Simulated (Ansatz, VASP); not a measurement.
KCl: VASP beside Ansatz

```
K Cl
1.0
     0.00000    3.15610    3.15610
     3.15610    0.00000    3.15610
     3.15610    3.15610    0.00000
K Cl
1 1
Direct
  0.00000 0.00000 0.00000
  0.50000 0.50000 0.50000
```

Alike in both runs: task relaxation of cell and atoms; functional PBE; dispersion D3(BJ); k mesh 6 × 6 × 6; occupations gaussian, width 0.02 eV; no spin polarisation.

|  | VASP | Ansatz |
| --- | --- | --- |
| version | VASP 6.6.1 | Ansatz 0.2.0 |
| potentials or method | VASP PAW PBE potentials, release 64 (K_sv, Cl) | scalar-relativistic, plane waves, PAW |
| plane-wave cutoff (eV) | 600 | 420 |
| valence electrons in the cell | 16 | 16 |

|  | VASP | Ansatz | Ansatz less VASP |
| --- | --- | --- | --- |
| gap on the k mesh at the Fermi level, each at its own relaxed structure (eV) | 5.22 | 5.24 | +0.017 |
| relaxed volume (Å³/atom) | 30.85 | 30.71 | -0.139 |
| relaxed cell length with the largest relative difference (Å) | 4.436 | 4.429 | -0.0067 |
